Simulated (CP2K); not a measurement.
# TaN (Fm-3m) in CP2K: notebook

One crystal, TaN, is run at these levels: PBE, LDA, PBEsol; tasks: single point.

Program: CP2K 2026.2. These are calculated values, not measurements. Logs are shortened: lines on timing, memory, paths and dates and some standing lists are left out, and cuts for length are marked.

## Step 1: The crystal as given

It takes space group Fm-3m (No. 225, cubic). The conventional cell has a = 4.423 Å, b = 4.423 Å, c = 4.423 Å, α = 90.00°, β = 90.00°, γ = 90.00°. Around Ta (site symmetry m-3m) lie 6 N at 2.21 Å. N (site symmetry m-3m) has 6 Ta at 2.21 Å as nearest neighbours.

The cell comes from a database or a generator and needn't be the stable form of this composition.

## Step 2: Single point, PBE

Input file tan_scf.inp:

```
&GLOBAL
  PROJECT tan_scf
  RUN_TYPE ENERGY_FORCE
  PRINT_LEVEL LOW
&END GLOBAL
&FORCE_EVAL
  METHOD QS
  STRESS_TENSOR ANALYTICAL
  &DFT
    BASIS_SET_FILE_NAME BASIS_MOLOPT_UZH
    POTENTIAL_FILE_NAME POTENTIAL_UZH
    &MGRID
      CUTOFF 675
      REL_CUTOFF 60
      NGRIDS 5
    &END MGRID
    &QS
      METHOD GPW
      EPS_DEFAULT 1.0E-9
    &END QS
    &KPOINTS
      SCHEME MONKHORST-PACK 10 10 10
      GAMMA_CENTERED T
      SYMMETRY T
      SYMMETRY_BACKEND SPGLIB
    &END KPOINTS
    &SCF
      SCF_GUESS ATOMIC
      EPS_SCF 1.0E-6
      MAX_SCF 100
      ADDED_MOS 13
      CHOLESKY OFF
      EPS_EIGVAL 1.0E-7
      &DIAGONALIZATION ON
        ALGORITHM STANDARD
      &END DIAGONALIZATION
      &MIXING ON
        METHOD BROYDEN_MIXING
        ALPHA 0.4
        BETA 1.5
        NBUFFER 8
      &END MIXING
      &SMEAR ON
        METHOD FERMI_DIRAC
        ELECTRONIC_TEMPERATURE 580.23
      &END SMEAR
    &END SCF
    &XC
      &XC_FUNCTIONAL
        &GGA_X_PBE
        &END GGA_X_PBE
        &GGA_C_PBE
        &END GGA_C_PBE
      &END XC_FUNCTIONAL
    &END XC
    &PRINT
      &KPOINTS ON
      &END KPOINTS
      &MULLIKEN ON
      &END MULLIKEN
      &MO ON
        ENERGIES T
        OCCUPATION_NUMBERS T
        &EACH
          QS_SCF 0
        &END EACH
        ADD_LAST NUMERIC
      &END MO
    &END PRINT
  &END DFT
  &SUBSYS
    &CELL
      A 3.1272829774 0.0000000000 0.0000000000
      B 1.5636414887 2.7083065032 0.0000000000
      C 1.5636414887 0.9027688344 2.5534158586
      PERIODIC XYZ
    &END CELL
    &COORD
      SCALED
      Ta  0.5000000000 0.5000000000 0.5000000000
      N   0.0000000000 0.0000000000 0.0000000000
    &END COORD
    &KIND Ta
      BASIS_SET TZVP-MOLOPT-PBE-GTH-q13
      POTENTIAL GTH-PBE-q13
    &END KIND
    &KIND N
      BASIS_SET TZVP-MOLOPT-PBE-GTH-q5
      POTENTIAL GTH-PBE-q5
    &END KIND
    &PRINT
      &ATOMIC_COORDINATES ON
      &END ATOMIC_COORDINATES
      &CELL ON
      &END CELL
    &END PRINT
  &END SUBSYS
  &PRINT
    &FORCES ON
    &END FORCES
    &STRESS_TENSOR ON
    &END STRESS_TENSOR
  &END PRINT
&END FORCE_EVAL
```

Potentials or basis: POTENTIAL_UZH Ta GTH-PBE-q13, N GTH-PBE-q5; TZVP-MOLOPT-PBE-GTH basis.

Run with:

```bash
> OMP_NUM_THREADS=1 cp2k.psmp -i tan_scf.inp -o tan_scf.out
```

tan_scf.out:

```text

 CP2K| version string:                                       CP2K version 2026.2
 CP2K| Input file name                                               tan_scf.inp

 GLOBAL| Force Environment number                                              1
 GLOBAL| Basis set file name                                    BASIS_MOLOPT_UZH
 GLOBAL| Potential file name                                       POTENTIAL_UZH
 GLOBAL| MM Potential file name                                     MM_POTENTIAL
 GLOBAL| Coordinate file name                                      __STD_INPUT__
 GLOBAL| Method name                                                        CP2K
 GLOBAL| Project name                                                    tan_scf
 GLOBAL| Run type                                                   ENERGY_FORCE
 GLOBAL| FFT library                                                       FFTW3
[... 8 lines left out ...]
 GLOBAL| CPU model name                                                  UNKNOWN

 CELL| Volume [angstrom^3]:                                            21.626515
 CELL| Vector a [angstrom]:       3.127     0.000     0.000   |a| =     3.127283
 CELL| Vector b [angstrom]:       1.564     2.708     0.000   |b| =     3.127283
 CELL| Vector c [angstrom]:       1.564     0.903     2.553   |c| =     3.127283
 CELL| Angle (b,c), alpha [degree]:                                    60.000000
 CELL| Angle (a,c), beta  [degree]:                                    60.000000
 CELL| Angle (a,b), gamma [degree]:                                    60.000000
 CELL| Numerically orthorhombic:                                              NO
 CELL| Periodicity                                                           XYZ

 CELL_REF| Volume [angstrom^3]:                                        21.626515
 CELL_REF| Vector a [angstrom     3.127     0.000     0.000   |a| =     3.127283
 CELL_REF| Vector b [angstrom     1.564     2.708     0.000   |b| =     3.127283
 CELL_REF| Vector c [angstrom     1.564     0.903     2.553   |c| =     3.127283
 CELL_REF| Angle (b,c), alpha [degree]:                                60.000000
 CELL_REF| Angle (a,c), beta  [degree]:                                60.000000
 CELL_REF| Angle (a,b), gamma [degree]:                                60.000000
 CELL_REF| Numerically orthorhombic:                                          NO
[... 11 lines left out ...]

  Total number of            - Atomic kinds:                                   2
                             - Atoms:                                          2
                             - Shell sets:                                     2
                             - Shells:                                        18
                             - Primitive Cartesian functions:                 11
                             - Cartesian basis functions:                     59
                             - Spherical basis functions:                     52

  Maximum angular momentum of- Orbital basis functions:                        3
                             - Local part of the GTH pseudopotential:          2
                             - Non-local part of the GTH pseudopotential:      4

 MODULE QUICKSTEP: ATOMIC COORDINATES IN ANGSTROM

   Atom Kind Element         X             Y             Z       Z(eff)     Mass
      1    1 Ta   73      3.127283      1.805538      1.276708  13.0000 180.9479
      2    2 N     7      0.000000      0.000000      0.000000   5.0000  14.0067

 SCF PARAMETERS         Density guess:                                    ATOMIC
[... 9 lines left out ...]
                        --------------------------------------------------------
                        level_shift [a.u.]:                             0.000000
                        added MOs                                        13    0
                        --------------------------------------------------------
                        Mixing method:                            BROYDEN_MIXING
[... 11 lines left out ...]
 *******************************************************************************
 BRILLOUIN| K-point scheme                                        Monkhorst-Pack
 BRILLOUIN| K-Point grid                                            10   10   10
 BRILLOUIN| Gamma-centered k-point mesh                                     ON
 BRILLOUIN| K-point symmetry accuracy                               0.100000E-05
 BRILLOUIN| K-Point point group symmetrization                                ON
 BRILLOUIN| Symmetry backend                                             SPGLIB
 BRILLOUIN| Symmetry reduction method                                    SPGLIB
 BRILLOUIN| Wavefunction type                                            COMPLEX
 BRILLOUIN| List of Kpoints [2 Pi/Bohr]                                       47
 BRILLOUIN| Number           Weight            X              Y              Z
 BRILLOUIN|     1           0.00800       -0.40000       -0.40000       -0.40000
 BRILLOUIN|     2           0.02400       -0.40000       -0.40000       -0.30000
 BRILLOUIN|     3           0.02400       -0.40000       -0.40000       -0.20000
 BRILLOUIN|     4           0.02400       -0.40000       -0.40000       -0.10000
 BRILLOUIN|     5           0.00600       -0.40000       -0.40000        0.00000
 BRILLOUIN|     6           0.02400       -0.40000       -0.40000        0.10000
[... 32 lines left out ...]
 BRILLOUIN|    39           0.00800       -0.20000       -0.20000       -0.20000
 BRILLOUIN|    40           0.02400       -0.20000       -0.20000       -0.10000
 [... further k-points ...]
 *******************************************************************************

 Extrapolation method: initial_guess

 Number of electrons:                                                         18
 Number of occupied orbitals:                                                  9
 Number of molecular orbitals:                                                22

 Number of orbital functions:                                                 52
 Number of independent orbital functions:                                     52

 SCF WAVEFUNCTION OPTIMIZATION

  Step     Update method      Time    Convergence         Total energy    Change
  ------------------------------------------------------------------------------
     1 NoMix/Diag. 0.40E+00    8.0     0.99895828       -68.8277743776 -6.88E+01
     2 Broy./Diag. 0.40E+00    5.9     0.16718764       -67.8313222676  9.96E-01
     3 Broy./Diag. 0.40E+00    5.8     0.11011916       -68.3208678839 -4.90E-01
     4 Broy./Diag. 0.40E+00    5.8     0.02770616       -68.3113512374  9.52E-03
     5 Broy./Diag. 0.40E+00    6.0     0.00518105       -68.1902315223  1.21E-01
     6 Broy./Diag. 0.40E+00    6.0     0.00232350       -68.1962719172 -6.04E-03
     7 Broy./Diag. 0.40E+00    6.2     0.00036456       -68.1989899381 -2.72E-03
     8 Broy./Diag. 0.40E+00    6.0     0.00008434       -68.1998774184 -8.87E-04
     9 Broy./Diag. 0.40E+00    6.0     0.00005164       -68.1997959104  8.15E-05
    10 Broy./Diag. 0.40E+00    6.0     0.00001516       -68.1997979470 -2.04E-06
    11 Broy./Diag. 0.40E+00    6.0     0.00000092       -68.1998099321 -1.20E-05

  *** SCF run converged in    11 steps ***

  Electronic density on regular grids:        -17.9999999964        0.0000000036
  Core density on regular grids:               17.9999999850       -0.0000000150
  Total charge density on r-space grids:       -0.0000000114
  Total charge density g-space grids:          -0.0000000114

  Overlap energy of the core charge distribution:               0.00000000139358
  Self energy of the core charge distribution:               -111.48398147226311
  Core Hamiltonian energy:                                     25.93748662011956
  Hartree energy:                                              26.80924901544344
  Exchange-correlation energy:                                 -9.46237104144460
  Electronic entropic energy:                                  -0.00019305657636
  Fermi energy:                                                 0.59446251330183

  Total energy:                                               -68.19980993207599
  Total energy (extrapolated to T->0):                        -68.19971340378781

 MO| EIGENVALUES AND OCCUPATION NUMBERS FOR K POINT 1
 MO|
 MO|  Index      Eigenvalue [a.u.]        Eigenvalue [eV]             Occupation
 MO|      1              -1.952803             -53.138467               2.000000
 MO|      2              -0.751927             -20.460980               2.000000
 MO|      3              -0.727802             -19.804503               2.000000
 MO|      4              -0.727802             -19.804503               2.000000
 MO|      5              -0.000257              -0.007002               2.000000
 MO|      6               0.237725               6.468813               2.000000
[... 14 lines left out ...]
 MO|     21               1.513254              41.177746               0.000000
 MO|     22               1.682425              45.781111               0.000000
 MO| Sum:                                                              16.000000
 MO| E(Fermi):            0.594463 a.u.         16.176148 eV

 MO| EIGENVALUES AND OCCUPATION NUMBERS FOR K POINT 2
 MO|
 MO|  Index      Eigenvalue [a.u.]        Eigenvalue [eV]             Occupation
 MO|      1              -1.952842             -53.139540               2.000000
 MO|      2              -0.749344             -20.390674               2.000000
 MO|      3              -0.728786             -19.831283               2.000000
 MO|      4              -0.728708             -19.829141               2.000000
 MO|      5              -0.011300              -0.307500               2.000000
 MO|      6               0.255868               6.962522               2.000000
[... 14 lines left out ...]
 MO|     21               1.537699              41.842905               0.000000
 MO|     22               1.637874              44.568807               0.000000
 MO| Sum:                                                              17.999999
 MO| E(Fermi):            0.594463 a.u.         16.176148 eV
[... 309 lines left out ...]
 MO|     21               1.573808              42.825491               0.000000
 MO|     22               1.637772              44.566030               0.000000
 MO| Sum:                                                              18.000000
 MO| E(Fermi):            0.594463 a.u.         16.176148 eV
 MO| Band gap:            0.179006 a.u.          4.870998 eV

 MO| EIGENVALUES AND OCCUPATION NUMBERS FOR K POINT 14
 MO|
 MO|  Index      Eigenvalue [a.u.]        Eigenvalue [eV]             Occupation
 MO|      1              -1.952204             -53.122169               2.000000
 MO|      2              -0.747695             -20.345806               2.000000
 MO|      3              -0.735519             -20.014502               2.000000
 MO|      4              -0.733861             -19.969369               2.000000
 MO|      5              -0.035923              -0.977527               2.000000
 MO|      6               0.321657               8.752741               2.000000
[... 14 lines left out ...]
 MO|     21               1.675016              45.579514               0.000000
 MO|     22               1.716102              46.697523               0.000000
 MO| Sum:                                                              18.000000
 MO| E(Fermi):            0.594463 a.u.         16.176148 eV
 MO| Band gap:            0.214605 a.u.          5.839691 eV

 [... the levels of further k-points ...]

 !-----------------------------------------------------------------------------!
                     Mulliken Population Analysis

 #  Atom  Element  Kind  Atomic population                           Net charge
       1     Ta       1         11.609687                              1.390313
       2     N        2          6.390313                             -1.390313
 # Total charge                             18.000000                 -0.000000

 !-----------------------------------------------------------------------------!

 ENERGY| Total FORCE_EVAL ( QS ) energy [hartree]            -68.199817543719547

 FORCES| Atomic forces [hartree/bohr]
 FORCES|   Atom     x               y               z               |f|
 FORCES|      1  1.32390561E-14  2.84800138E-14  8.67758721E-14   9.22845370E-14
 FORCES|      2 -4.08467950E-15 -6.70937902E-15 -7.43595824E-15   1.08163695E-14
 FORCES| Sum     9.15437658E-15  2.17706347E-14  7.93399138E-14
 FORCES| Total atomic force                                       8.27803423E-14

 STRESS| Analytical stress tensor [bar]
 STRESS|                        x                   y                   z
 STRESS|      x       -5.82035090758E+04   3.69889449016E-02   3.34985324726E-02
 STRESS|      y        3.69889449016E-02  -5.81996702586E+04  -6.14705158099E-01
 STRESS|      z        3.34985324726E-02  -6.14705158099E-01  -5.81997320655E+04
 STRESS| 1/3 Trace                                            -5.82009704666E+04
 STRESS| Determinant                                          -1.97147229471E+14

 STRESS| Eigenvectors and eigenvalues of the analytical stress tensor [bar]
 STRESS|                        1                   2                   3
 STRESS| Eigenvalues  -5.82035098545E+04  -5.82003158680E+04  -5.81990856775E+04
 STRESS|      x           0.999878231212      0.015582529658      0.000841140617
 STRESS|      y          -0.011347420186      0.689008389097      0.724664526391
 STRESS|      z          -0.010712553533      0.724585829646     -0.689101310892
```

Run time: 82 s. Hardware: 1 thread of Arm Neoverse V1, shared host; peak memory 0.36 GiB.

Results:

```yaml
Free_energy: -1855.8114 eV
Pressure: -5.8 GPa
Band_gap_on_the_k_mesh: none (metal or under the smearing width)
Mulliken_charges: Ta +1.39; N -1.39 e
```

Levels at points of the mesh, in eV from the Fermi level:
| k point | band 7 | band 8 | band 9 | band 10 | band 11 | band 12 |
| --- | --- | --- | --- | --- | --- | --- |
| (0.00, 0.00, 0.00) | -3.89 | -3.89 | -2.04 | -2.04 | -2.04 | 0.09 |
| (0.00, 0.00, 0.50) | -7.45 | -7.45 | 1.89 | 1.89 | 1.97 | 3.64 |
| (0.00, 0.50, 0.50) | -5.34 | -4.67 | -4.67 | 2.10 | 3.48 | 3.48 |

Caveat: Mulliken charges move with the basis; the basis of atomic orbitals isn't converged, which shifts pressures, moduli and gaps. Spin-orbit coupling is left out, which matters for the levels of Ta.

## Step 3: Single point, LDA

tan_scf.inp, as its differences from that of step 2:

```diff
@@ -49,6 +49,6 @@
       &XC_FUNCTIONAL
-        &GGA_X_PBE
-        &END GGA_X_PBE
-        &GGA_C_PBE
-        &END GGA_C_PBE
+        &LDA_X
+        &END LDA_X
+        &LDA_C_PW
+        &END LDA_C_PW
       &END XC_FUNCTIONAL
```

Potentials or basis: POTENTIAL_UZH Ta GTH-PBE-q13, N GTH-PBE-q5; TZVP-MOLOPT-PBE-GTH basis.

Run with:

```bash
> OMP_NUM_THREADS=1 cp2k.psmp -i tan_scf.inp -o tan_scf.out
```

Run time: 87 s. Hardware: 1 thread of Arm Neoverse V1, shared host; peak memory 0.36 GiB.

Results (log left out):

```yaml
Free_energy: -1852.7364 eV
Pressure: -16.6 GPa
Band_gap_on_the_k_mesh: none (metal or under the smearing width)
Mulliken_charges: Ta +1.51; N -1.51 e
```

Levels at points of the mesh, in eV from the Fermi level:
```tsv
k point	band 7	band 8	band 9	band 10	band 11	band 12
(0.00, 0.00, 0.00)	-3.86	-3.86	-2.08	-2.08	-2.08	0.03
(0.00, 0.00, 0.50)	-7.48	-7.48	1.91	1.91	2.01	3.64
(0.00, 0.50, 0.50)	-5.39	-4.62	-4.62	2.07	3.53	3.53
```

Caveat: Mulliken charges move with the basis; the potentials were made for another functional, which shifts forces and pressure; the basis of atomic orbitals isn't converged, which shifts pressures, moduli and gaps.

(Part 1 of 2 ends here.)
